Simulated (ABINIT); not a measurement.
LuH2:

```
Lu H
1.0
     0.00000    2.51650    2.51650
     2.51650    0.00000    2.51650
     2.51650    2.51650    0.00000
Lu H
1 2
Direct
  0.00000 0.00000 0.00000
  0.75000 0.75000 0.75000
  0.25000 0.25000 0.25000
```

Base run:

| Quantity | Value |
| --- | --- |
| Program | ABINIT 10.8.3 (patched build) |
| Functional | PBEsol |
| Potentials or basis | PseudoDojo NC SR PBEsol v0.4.1 standard |
| Cutoff | 1361 eV |
| k mesh | 9 × 9 × 9 |
| Occupations | fermi-dirac, width 0.05 eV |
| Spin | no spin polarisation |

Its results: band gap on the k mesh none (metal or under the smearing width); pressure -4.2 GPa.

The run is repeated on the same cell with these changes: functional from PBEsol to LDA; potentials or basis from PseudoDojo NC SR PBEsol v0.4.1 standard to JTH PAW LDA v2.0; cutoff from 1361 eV to 816 eV. What comes out?

Band gap on the k mesh none (metal or under the smearing width); pressure -6.5 GPa.

Caveats: spin-orbit coupling is left out, which moves the levels of the heavy elements.
